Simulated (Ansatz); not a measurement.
**Co: one cell, many SCF starts**

Aim: see which self-consistent states Co reaches from different starts at one fixed geometry, and which of them is lowest. System: Co, the measured crystal structure (space group Fm-3m, primitive cell doubled); the cell holds 2 atoms. Source: COD entry 9011619.

This is Co in the fcc structure; at room conditions it is hcp.

Program: Ansatz 0.2.0. Level of theory: DFT PBE, PAW, plane waves, scalar-relativistic. These are calculated values, not measurements.

## Step 1: The structure to begin with

The structure is cubic, space group Fm-3m (No. 225). Conventional cell: a = 3.573 Å, b = 3.573 Å, c = 3.573 Å, α = 90.00°, β = 90.00°, γ = 90.00°. Co (site symmetry m-3m) is surrounded by 12 Co at 2.53 Å.

Coordinates:

```cif
data_structure
_symmetry_space_group_name_H-M 'Fm-3m'
_symmetry_Int_Tables_number 225
_cell_length_a 3.5730
_cell_length_b 3.5730
_cell_length_c 3.5730
_cell_angle_alpha 90.000
_cell_angle_beta 90.000
_cell_angle_gamma 90.000
_cell_volume 45.61
loop_
_atom_site_label
_atom_site_type_symbol
_atom_site_symmetry_multiplicity
_atom_site_Wyckoff_symbol
_atom_site_fract_x
_atom_site_fract_y
_atom_site_fract_z
_atom_site_occupancy
Co1 Co 4 a 0.00000 0.00000 0.00000 1
```

Labels such as Co2 number the atoms in the order of the input file.

The first starts: parallel moments, plain SCF; opposed moments +-, plain SCF; no spin polarisation; spin on, no moments given (the program may seed its own), plain SCF. What is tried next depends on their ends.

A plain SCF has the search for lower states switched off and ends at the first converged state. 

Moments by site are taken inside atomic spheres; the rest lies between them.

## Step 2: Parallel moments, plain SCF

input.yaml reads:

```yaml
crystal:
  lattice:
    - [0.0, 3.573, 3.573]
    - [1.7865, 0.0, 1.7865]
    - [1.7865, 1.7865, 0.0]
  atoms:
    - { symbol: Co, position: [0.0, 0.0, 0.0], spin: 3.0 }
    - { symbol: Co, position: [0.5, 0.0, 0.0], spin: 3.0 }
magnetization:
  spin_polarized: true
hamiltonian:
  xc: pbe
  pseudopotentials: { kind: paw }
basis:
  ecutwfc: 420
kpoints:
  mp_grid: { grid: [7, 13, 13] }
scf:
  occupations: { method: fermi_dirac, width: 0.05 }
  lower_state_search: "off"
output:
  forces: true
  stress: true
```

Output, cut to the lines that bear on the results:

```text
Warning: crystal.symmetry: narrowed to the stabiliser of the k-point mesh — unitary ops 24 → 8; excluded 16 operations that carry a point of the 7×13×13 mesh (shift [0, 0, 0]) off the mesh (the run samples exactly the mesh kpoints.mp_grid names, as under crystal.symmetry.detect: false, [...]
Pseudopotentials: kind: paw
Pseudopotential: Co, paw, valence charge 17, recommended cutoff 420 eV (normal), Co.paw.azcp
Functional definition: PBE
[...]
Crystal: 2 atoms, lattice volume = 22.807 Å³
Basis set: ecut = 420 eV, 457 PW (Γ), exchange–correlation on 72×36×36 points (8 copies of the dense FFT grid, shifted against one another)
Bands: 24, of which v1, the nominal top of the filled ones, is band 17 counted from 1 (16 counted from 0)
Symmetry: 8 space group operations
k-points: 322 of 1183
[...]
Starting moments: Σ|m| = 6 μB on 2 of 2 sites
[...]
SCF iter   1: F=—  HF=-10251.807395 eV  |F-HF|=—  |Δ(HF+E_count)|=         —  Δρ=1.17e-1 (↑1.17e-1 ↓7.75e-2)  dr2=2.81e-1  dr2_m=1.94e0  M=3.880 μB ∫|m|=4.084 μB  β_m=0.30  ethr=8.28e-4  ⟨swp⟩=1.0  Hψ=78894  notcnv=0
[...]
spin-set hold released at iteration 1 (the charge has settled, or the pull on large starting moments outlasts its swing): the magnetisation degrees of freedom join the quasi-Newton model from the next iteration; the mixer history was flushed
[...]
SCF iter  10: F=-10252.256024 eV  HF=-10252.256024 eV  |F-HF|=6.33e-10  |Δ(HF+E_count)|=   1.30e-8  Δρ=6.43e-6 (↑1.76e-6 ↓6.43e-6)  dr2=2.63e-9  dr2_m=1.77e-9  M=3.340 μB ∫|m|=3.658 μB  ethr=1.37e-10  ⟨swp⟩=1.6  Hψ=46361  notcnv=0
[...]
SCF converged after 10 iterations
an eigenvalue changed by more than its tolerance at an iteration that met the thresholds in force, so the SCF went on 1 time: the last check found none over its tolerance
Magnetization: 3.3404 μB (18.6702 up, 15.3298 down)
Absolute magnetization: 3.6588 μB (∫|ρ↑−ρ↓|, with the PAW one-centre terms)
Spin contamination: 0.0570 ħ² per cell (⟨S²⟩ above its minimum at these occupations)
Per-site moments (μB) at R_I (Å): [(1.7428424249924064, 1.0421781682865578), (1.7428424249924057, 1.0421781682865578)]
Free energy (F): -10252.256024 eV
[...]
E sigma→0 (E₀):  -10252.246141 eV
Entropy (-TS):   -0.019767 eV (-9.884 meV/atom)
Fermi energy:    17.728543 eV
[...]
--- Forces (eV/Å), atoms counted from 1 ---
  atom   1  Co     0.00000000    -0.00000000     0.00000000
  atom   2  Co     0.00000000     0.00000000    -0.00000000
[...]
--- Stress (GPa, compression-positive) ---
       -8.786406      -0.131615      -0.131615
       -0.131616      -8.567099       0.379533
       -0.131616       0.379533      -8.567099
  P = ⅓ Tr σ = -8.6402 GPa (-86.402 kbar)
```

Run time: 10 s. Hardware: 2 threads of an x86-64 CPU, shared host; peak memory 0.56 GiB.

Result: ferromagnetic, site moments Co1 1.74, Co2 1.74 μB, total 3.34 μB per cell, no gap on the k-mesh.

## Step 3: Opposed moments +-, plain SCF

input.yaml: that of step 2 with these lines changed.

```diff
@@ -7,3 +7,3 @@
     - { symbol: Co, position: [0.0, 0.0, 0.0], spin: 3.0 }
-    - { symbol: Co, position: [0.5, 0.0, 0.0], spin: 3.0 }
+    - { symbol: Co, position: [0.5, 0.0, 0.0], spin: -3.0 }
 magnetization:
```

Output, cut to the lines that bear on the results:

```text
Warning: crystal.symmetry: narrowed to the stabiliser of the k-point mesh — unitary ops 12 → 4; excluded 8 operations that carry a point of the 7×13×13 mesh (shift [0, 0, 0]) off the mesh (the run samples exactly the mesh kpoints.mp_grid names, as under crystal.symmetry.detect: false, and [...]
[... 11 lines as in an earlier run ...]
Symmetry: 4 space group operations
[... 5 lines as in an earlier run ...]
Starting moments: Σ|m| = 6 μB on 2 of 2 sites
[... 2 lines as in an earlier run ...]
spin-down is spin-up translated by (0.5, 0, 0): one eigenproblem is solved per k-point and the antiferromagnetic symmetry of the starting moments is kept exactly by this SCF (crystal.symmetry.spin_inversion_symmetry: false solves both channels; [...]
SCF iter   1: F=—  HF=-10251.266701 eV  |F-HF|=—  |Δ(HF+E_count)|=         —  Δρ=1.14e-1 (↑1.14e-1 ↓1.14e-1)  dr2=3.50e-1  dr2_m=2.55e0  M=0.000 μB ∫|m|=3.945 μB  β_m=0.30  ethr=1.03e-3  ⟨swp⟩=1.4  Hψ=39829  notcnv=0
[...]
[... 1 line as in an earlier run ...]
[...]
SCF iter  14: F=-10251.821662 eV  HF=-10251.821662 eV  |F-HF|=3.15e-8  |Δ(HF+E_count)|=   2.56e-8  Δρ=1.07e-5 (↑1.07e-5 ↓1.07e-5)  dr2=3.85e-8  dr2_m=6.97e-9  M=0.000 μB ∫|m|=2.502 μB  ethr=1.95e-10  ⟨swp⟩=1.9  Hψ=24462  notcnv=0
[...]
SCF converged after 14 iterations
Magnetization: 0.0000 μB (17.0000 up, 17.0000 down)
Absolute magnetization: 2.5021 μB (∫|ρ↑−ρ↓|, with the PAW one-centre terms)
Spin contamination: 0.9645 ħ² per cell (⟨S²⟩ above its minimum at these occupations)
Per-site moments (μB) at R_I (Å): [(1.2230455872874313, 1.0421781682865578), (-1.2230455872874313, 1.0421781682865578)]
Free energy (F): -10251.821662 eV
[...]
E sigma→0 (E₀):  -10251.803849 eV
Entropy (-TS):   -0.035625 eV (-17.812 meV/atom)
Fermi energy:    17.576786 eV
[...]
--- Forces (eV/Å), atoms counted from 1 ---
  atom   1  Co     0.00000000     0.00000000     0.00000000
  atom   2  Co     0.00000000     0.00000000     0.00000000
[...]
--- Stress (GPa, compression-positive) ---
      -13.140306      -1.779525      -1.779525
       -1.779533     -12.941061       1.732920
       -1.779533       1.732920     -12.941061
  P = ⅓ Tr σ = -13.0075 GPa (-130.075 kbar)
```

It took 7.4 s on 2 threads of an x86-64 CPU, shared host; peak memory 0.53 GiB.

Result: antiferromagnetic (magnetic neighbours of Co1 with a moment over 0.3 of its own that point the other way: 6 of 12 at 2.53 Å, 6 of 6 at 3.57 Å), site moments Co1 1.22, Co2 -1.22 μB, total 0.00 μB per cell, no gap on the k-mesh. Against step 2, the lowest until now, it is 217 meV/atom higher.

## Step 4: No spin polarisation

input.yaml: that of step 3 with these lines changed.

```diff
@@ -6,6 +6,4 @@
   atoms:
-    - { symbol: Co, position: [0.0, 0.0, 0.0], spin: 3.0 }
-    - { symbol: Co, position: [0.5, 0.0, 0.0], spin: -3.0 }
-magnetization:
-  spin_polarized: true
+    - { symbol: Co, position: [0.0, 0.0, 0.0] }
+    - { symbol: Co, position: [0.5, 0.0, 0.0] }
 hamiltonian:
```

Output, cut to the lines that bear on the results:

```text
[... 11 lines as in an earlier run ...]
Bands: 21, of which v1, the nominal top of the filled ones, is band 17 counted from 1 (16 counted from 0)
[... 5 lines as in an earlier run ...]
[...]
[... 2 lines as in an earlier run ...]
SCF iter   1: F=—  HF=-10251.774564 eV  |F-HF|=—  |Δ(HF+E_count)|=         —  Δρ=3.72e-3  dr2=4.86e-4  ethr=1.77e-3  ⟨swp⟩=4.9  Hψ=25370  notcnv=0
[...]
SCF iter   6: F=-10251.775376 eV  HF=-10251.775376 eV  |F-HF|=6.55e-11  |Δ(HF+E_count)|=   1.95e-8  Δρ=4.58e-6  dr2=1.67e-9  ethr=5.15e-11  ⟨swp⟩=1.7  Hψ=22322  notcnv=0
[...]
SCF converged after 6 iterations
Free energy (F): -10251.775376 eV
[...]
E sigma→0 (E₀):  -10251.753436 eV
Entropy (-TS):   -0.043880 eV (-21.940 meV/atom)
Fermi energy:    17.433691 eV
[...]
--- Forces (eV/Å), atoms counted from 1 ---
  atom   1  Co     0.00000000     0.00000000     0.00000000
  atom   2  Co     0.00000000     0.00000000    -0.00000000
[...]
--- Stress (GPa, compression-positive) ---
      -20.379361      -0.034766      -0.034766
       -0.034766     -20.233045       0.048074
       -0.034766       0.048074     -20.233045
  P = ⅓ Tr σ = -20.2818 GPa (-202.818 kbar)
```

Run time: 2.9 s. Hardware: 2 threads of an x86-64 CPU, shared host; peak memory 0.46 GiB.

Result: non-magnetic (no spin polarisation), no gap on the k-mesh. Against step 2, the lowest until now, it is 240 meV/atom higher.

## Step 5: Spin on, no moments given (the program may seed its own), plain SCF

input.yaml: that of step 4 with these lines changed.

```diff
@@ -21 +21,3 @@
   stress: true
+magnetization:
+  spin_polarized: true
```

Output, cut to the lines that bear on the results:

```text
[... 1 line as in an earlier run ...]
band count auto-derived: 24 (N_el = 34.0; filled up to band 17; 21 by the electrons, moments and atoms)
[... 19 lines as in an earlier run ...]
[...]
SCF iter   1: F=—  HF=-10249.780302 eV  |F-HF|=—  |Δ(HF+E_count)|=         —  Δρ=3.17e-1 (↑2.72e-1 ↓3.17e-1)  dr2=2.73e-1  dr2_m=1.81e1  M=4.178 μB ∫|m|=4.178 μB  ethr=8.65e-4  ⟨swp⟩=1.3  Hψ=39699  notcnv=0
[...]
SCF iter  10: F=-10252.256024 eV  HF=-10252.256024 eV  |F-HF|=4.55e-10  |Δ(HF+E_count)|=   1.39e-8  Δρ=3.25e-6 (↑3.06e-6 ↓3.25e-6)  dr2=2.69e-9  dr2_m=9.53e-10  M=3.340 μB ∫|m|=3.658 μB  ethr=2.94e-10  ⟨swp⟩=3.6  Hψ=41116  notcnv=0
[...]
SCF converged after 10 iterations
Magnetization: 3.3404 μB (18.6702 up, 15.3298 down)
Absolute magnetization: 3.6588 μB (∫|ρ↑−ρ↓|, with the PAW one-centre terms)
Spin contamination: 0.0570 ħ² per cell (⟨S²⟩ above its minimum at these occupations)
Per-site moments (μB) at R_I (Å): [(1.7428482240360297, 1.0421781682865578), (1.7428482240360297, 1.0421781682865578)]
Free energy (F): -10252.256024 eV
[...]
E sigma→0 (E₀):  -10252.246141 eV
Entropy (-TS):   -0.019767 eV (-9.884 meV/atom)
Fermi energy:    17.728567 eV
[... 24 lines left out: energy terms, forces, stress ...]
```

Run time: 8.6 s. Hardware: 2 threads of an x86-64 CPU, shared host; peak memory 0.54 GiB.

The run ends in the same state as step 2 (ferromagnetic); it took 10 iterations.

## Step 6: Parallel moments scaled by 0.2, plain SCF

input.yaml: that of step 5 with these lines changed.

```diff
@@ -6,4 +6,6 @@
   atoms:
-    - { symbol: Co, position: [0.0, 0.0, 0.0] }
-    - { symbol: Co, position: [0.5, 0.0, 0.0] }
+    - { symbol: Co, position: [0.0, 0.0, 0.0], spin: 0.6 }
+    - { symbol: Co, position: [0.5, 0.0, 0.0], spin: 0.6 }
+magnetization:
+  spin_polarized: true
 hamiltonian:
@@ -21,3 +23 @@
   stress: true
-magnetization:
-  spin_polarized: true
```

Output, cut to the lines that bear on the results:

```text
[... 11 lines as in an earlier run ...]
Bands: 22, of which v1, the nominal top of the filled ones, is band 17 counted from 1 (16 counted from 0)
[... 6 lines as in an earlier run ...]
Starting moments: Σ|m| = 1.2 μB on 2 of 2 sites
[... 2 lines as in an earlier run ...]
[...]
SCF iter   1: F=—  HF=-10251.882712 eV  |F-HF|=—  |Δ(HF+E_count)|=         —  Δρ=5.25e-2 (↑1.22e-2 ↓5.25e-2)  dr2=2.54e-1  dr2_m=1.74e-1  M=1.363 μB ∫|m|=1.390 μB  β_m=1.00  ethr=7.47e-4  ⟨swp⟩=1.0  Hψ=72527  notcnv=0
[...]
spin-set hold released at iteration 9 (site moments contracting): the magnetisation degrees of freedom join the quasi-Newton model from the next iteration; the mixer history was flushed
[...]
SCF iter  16: F=-10252.256024 eV  HF=-10252.256024 eV  |F-HF|=1.64e-8  |Δ(HF+E_count)|=   7.26e-7  Δρ=1.28e-5 (↑2.74e-6 ↓1.28e-5)  dr2=5.06e-9  dr2_m=1.06e-8  M=3.340 μB ∫|m|=3.658 μB  ethr=2.94e-10  ⟨swp⟩=2.5  Hψ=55395  notcnv=0
[...]
SCF converged after 16 iterations
Magnetization: 3.3404 μB (18.6702 up, 15.3298 down)
Absolute magnetization: 3.6588 μB (∫|ρ↑−ρ↓|, with the PAW one-centre terms)
Spin contamination: 0.0570 ħ² per cell (⟨S²⟩ above its minimum at these occupations)
Per-site moments (μB) at R_I (Å): [(1.7428109922316153, 1.0421781682865578), (1.742810992231615, 1.0421781682865578)]
Free energy (F): -10252.256024 eV
[...]
E sigma→0 (E₀):  -10252.246140 eV
Entropy (-TS):   -0.019769 eV (-9.884 meV/atom)
Fermi energy:    17.728455 eV
[... 24 lines left out: energy terms, forces, stress ...]
```

Wall time 13 s (2 threads of an x86-64 CPU, shared host); peak memory 0.54 GiB.

Nothing new: the 16 iterations lead to the state found in step 2 (ferromagnetic).

## Step 7: Moments +- scaled by 0.65, plain SCF

input.yaml: that of step 6 with these lines changed.

```diff
@@ -6,4 +6,4 @@
   atoms:
-    - { symbol: Co, position: [0.0, 0.0, 0.0], spin: 0.6 }
-    - { symbol: Co, position: [0.5, 0.0, 0.0], spin: 0.6 }
+    - { symbol: Co, position: [0.0, 0.0, 0.0], spin: 1.95 }
+    - { symbol: Co, position: [0.5, 0.0, 0.0], spin: -1.95 }
 magnetization:
```

Output, cut to the lines that bear on the results:

```text
[... 11 lines as in an earlier run ...]
Bands: 23, of which v1, the nominal top of the filled ones, is band 17 counted from 1 (16 counted from 0)
[... 6 lines as in an earlier run ...]
Starting moments: Σ|m| = 3.9 μB on 2 of 2 sites
[... 3 lines as in an earlier run ...]
[...]
SCF iter   1: F=—  HF=-10251.726277 eV  |F-HF|=—  |Δ(HF+E_count)|=         —  Δρ=3.91e-2 (↑3.91e-2 ↓3.91e-2)  dr2=2.60e-1  dr2_m=1.89e-1  M=0.000 μB ∫|m|=3.066 μB  β_m=0.30  ethr=7.66e-4  ⟨swp⟩=1.2  Hψ=38126  notcnv=0
[...]
spin-set hold released at iteration 9 (site moments contracting): the magnetisation degrees of freedom join the quasi-Newton model from the next iteration; the mixer history was flushed
[...]
SCF iter  18: F=-10251.821662 eV  HF=-10251.821662 eV  |F-HF|=1.19e-8  |Δ(HF+E_count)|=   1.19e-7  Δρ=9.67e-6 (↑9.67e-6 ↓9.67e-6)  dr2=8.55e-9  dr2_m=1.23e-8  M=0.000 μB ∫|m|=2.502 μB  ethr=1.60e-10  ⟨swp⟩=2.0  Hψ=23374  notcnv=0
[...]
SCF converged after 18 iterations
Magnetization: 0.0000 μB (17.0000 up, 17.0000 down)
Absolute magnetization: 2.5020 μB (∫|ρ↑−ρ↓|, with the PAW one-centre terms)
Spin contamination: 0.9644 ħ² per cell (⟨S²⟩ above its minimum at these occupations)
Per-site moments (μB) at R_I (Å): [(1.2229863678114503, 1.0421781682865578), (-1.2229863678114503, 1.0421781682865578)]
Free energy (F): -10251.821662 eV
[...]
E sigma→0 (E₀):  -10251.803846 eV
Entropy (-TS):   -0.035631 eV (-17.815 meV/atom)
Fermi energy:    17.576677 eV
[... 24 lines left out: energy terms, forces, stress ...]
```

Run time: 8.9 s. Hardware: 2 threads of an x86-64 CPU, shared host; peak memory 0.53 GiB.

The run ends in the same state as step 3 (antiferromagnetic); it took 18 iterations.

## Step 8: A moment on one site alone, plain SCF

input.yaml: that of step 7 with these lines changed.

```diff
@@ -6,4 +6,4 @@
   atoms:
-    - { symbol: Co, position: [0.0, 0.0, 0.0], spin: 1.95 }
-    - { symbol: Co, position: [0.5, 0.0, 0.0], spin: -1.95 }
+    - { symbol: Co, position: [0.0, 0.0, 0.0], spin: 3.0 }
+    - { symbol: Co, position: [0.5, 0.0, 0.0] }
 magnetization:
```

Output, cut to the lines that bear on the results:

```text
[... 18 lines as in an earlier run ...]
Starting moments: Σ|m| = 3 μB on 1 of 2 sites
[... 2 lines as in an earlier run ...]
SCF iter   1: F=—  HF=-10252.003169 eV  |F-HF|=—  |Δ(HF+E_count)|=         —  Δρ=1.23e-1 (↑1.23e-1 ↓5.68e-2)  dr2=6.62e0  dr2_m=4.61e-1  M=2.862 μB ∫|m|=2.937 μB  β_m=0.30  ethr=3.10e-3  ⟨swp⟩=5.4  Hψ=55698  notcnv=0
[...]
spin-set hold released at iteration 7 (the charge has settled, or the pull on large starting moments outlasts its swing): the magnetisation degrees of freedom join the quasi-Newton model from the next iteration; the mixer history was flushed
[...]
SCF iter  24: F=-10252.256024 eV  HF=-10252.256024 eV  |F-HF|=1.52e-8  |Δ(HF+E_count)|=   8.34e-8  Δρ=9.56e-6 (↑4.84e-6 ↓9.56e-6)  dr2=2.24e-8  dr2_m=4.97e-9  M=3.340 μB ∫|m|=3.658 μB  ethr=2.58e-10  ⟨swp⟩=2.1  Hψ=48186  notcnv=0
[...]
SCF converged after 24 iterations
Magnetization: 3.3404 μB (18.6702 up, 15.3298 down)
Absolute magnetization: 3.6588 μB (∫|ρ↑−ρ↓|, with the PAW one-centre terms)
Spin contamination: 0.0570 ħ² per cell (⟨S²⟩ above its minimum at these occupations)
Per-site moments (μB) at R_I (Å): [(1.742872803662835, 1.0421781682865578), (1.7428112011889423, 1.0421781682865578)]
Free energy (F): -10252.256024 eV
[...]
E sigma→0 (E₀):  -10252.246141 eV
Entropy (-TS):   -0.019768 eV (-9.884 meV/atom)
Fermi energy:    17.728553 eV
[... 24 lines left out: energy terms, forces, stress ...]
```

Wall time 20 s (2 threads of an x86-64 CPU, shared host); peak memory 0.55 GiB.

Nothing new: the 24 iterations lead to the state found in step 2 (ferromagnetic).

## Step 9: Parallel moments, spin not held back in the first iterations, no switch to direct minimisation

input.yaml: that of step 8 with these lines changed.

```diff
@@ -7,3 +7,3 @@
     - { symbol: Co, position: [0.0, 0.0, 0.0], spin: 3.0 }
-    - { symbol: Co, position: [0.5, 0.0, 0.0] }
+    - { symbol: Co, position: [0.5, 0.0, 0.0], spin: 3.0 }
 magnetization:
@@ -20,2 +20,4 @@
   lower_state_search: "off"
+  algorithm: density_mixing
+  mixing: { spin_hold: "off" }
 output:
```

Output, cut to the lines that bear on the results:

```text
[... 18 lines as in an earlier run ...]
Starting moments: Σ|m| = 6 μB on 2 of 2 sites
[... 2 lines as in an earlier run ...]
[...]
SCF iter   1: F=—  HF=-10251.577511 eV  |F-HF|=—  |Δ(HF+E_count)|=         —  Δρ=1.12e-1 (↑1.12e-1 ↓7.66e-2)  dr2=2.59e-1  dr2_m=1.80e0  M=3.874 μB ∫|m|=3.999 μB  β_m=0.30  ethr=7.62e-4  ⟨swp⟩=1.0  Hψ=78884  notcnv=0
[...]
SCF iter   9: F=-10252.256024 eV  HF=-10252.256024 eV  |F-HF|=5.46e-11  |Δ(HF+E_count)|=   7.21e-8  Δρ=8.61e-6 (↑4.48e-6 ↓8.61e-6)  dr2=8.41e-9  dr2_m=4.05e-9  M=3.340 μB ∫|m|=3.658 μB  ethr=2.94e-10  ⟨swp⟩=2.5  Hψ=56456  notcnv=0
[...]
SCF converged after 9 iterations
Magnetization: 3.3405 μB (18.6702 up, 15.3298 down)
Absolute magnetization: 3.6588 μB (∫|ρ↑−ρ↓|, with the PAW one-centre terms)
Spin contamination: 0.0570 ħ² per cell (⟨S²⟩ above its minimum at these occupations)
Per-site moments (μB) at R_I (Å): [(1.7428599835009702, 1.0421781682865578), (1.7428599835009702, 1.0421781682865578)]
Free energy (F): -10252.256024 eV
[...]
E sigma→0 (E₀):  -10252.246141 eV
Entropy (-TS):   -0.019767 eV (-9.884 meV/atom)
Fermi energy:    17.728607 eV
[... 24 lines left out: energy terms, forces, stress ...]
```

Wall time 11 s (2 threads of an x86-64 CPU, shared host); peak memory 0.55 GiB.

This is the state of step 2 again (ferromagnetic), after 9 iterations.

## Step 10: The runs side by side

```tsv
step	iterations	state	moments of Co1 Co2 (μB)	total (μB)	gap (eV)	pressure (GPa)	above lowest (meV/atom)
2	10	1	1.74 1.74	3.34	none	-8.6	0.0
3	14	2	1.22 -1.22	0.00	none	-13.0	217
4	6	3	0.00 0.00	0.00	none	-20.3	240
5	10	1	1.74 1.74	3.34	none	-8.6	0.0
6	16	1	1.74 1.74	3.34	none	-8.6	0.0
7	18	2	1.22 -1.22	0.00	none	-13.0	217
8	24	1	1.74 1.74	3.34	none	-8.6	0.0
9	9	1	1.74 1.74	3.34	none	-8.6	0.0
```

States are numbered from the lowest. Starts by step: 2 parallel moments, plain SCF; 3 opposed moments +-, plain SCF; 4 no spin polarisation; 5 spin on, no moments given (the program may seed its own), plain SCF; 6 parallel moments scaled by 0.2, plain SCF; 7 moments +- scaled by 0.65, plain SCF; 8 a moment on one site alone, plain SCF; 9 parallel moments, spin not held back in the first iterations, no switch to direct minimisation.

The 8 runs of this session took 82 s in all, from 2.9 s to 20 s each.

Decimal logarithm of the largest residual (eV) by iteration, counted through all cycles of a run (7 of the 8 runs):

```tsv
iteration	step 2	step 3	step 4	step 5	step 6	step 7	step 8
1	0.3	0.4	-3.3	1.3	-0.6	-0.6	0.8
2	0.0	0.2	-3.9	-0.7	-0.9	-0.9	1.5
3	0.0	0.4	-5.5	-1.5	-0.9	-1.1	0.0
4	-1.9	-1.4	-6.5	-1.7	-0.8	-1.2	0.1
5	-1.9	-1.7	-7.8	-2.4	-0.8	-1.3	0.0
7	-4.5	-3.1	-	-4.8	-1.3	-1.5	-0.2
9	-7.3	-4.6	-	-6.9	-2.4	-1.7	0.2
11	-	-6.3	-	-	-2.1	-2.2	-0.2
14	-	-7.4	-	-	-4.0	-4.7	0.0
16	-	-	-	-	-8.0	-7.0	0.4
18	-	-	-	-	-	-7.9	-1.7
20	-	-	-	-	-	-	-2.3
22	-	-	-	-	-	-	-4.6
24	-	-	-	-	-	-	-7.6
```

## Step 11: Results

```
                      quantity                                                     value
               distinct states                                   3 from 8 converged runs
lowest state from plain starts                                             ferromagnetic
                   its moments                                     Co1 1.74, Co2 1.74 μB
                  total moment                                          3.34 μB per cell
             gap on the k-mesh                                                      none
                      pressure                                                  -8.6 GPa
                 largest force                                                0.000 eV/Å
                    next state                    antiferromagnetic, 217 meV/atom higher
                 highest state  non-magnetic (no spin polarisation), 240 meV/atom higher
```

In words: 8 runs converged, to 3 different states. Switching spin polarisation off costs 240 meV/atom in free energy, smearing entropy included. The best antiferromagnetic state lies 217 meV/atom above the best ferromagnetic one. A lower state than any found can't be excluded. The mesh has less symmetry than the lattice, which lowers the symmetry of the run.
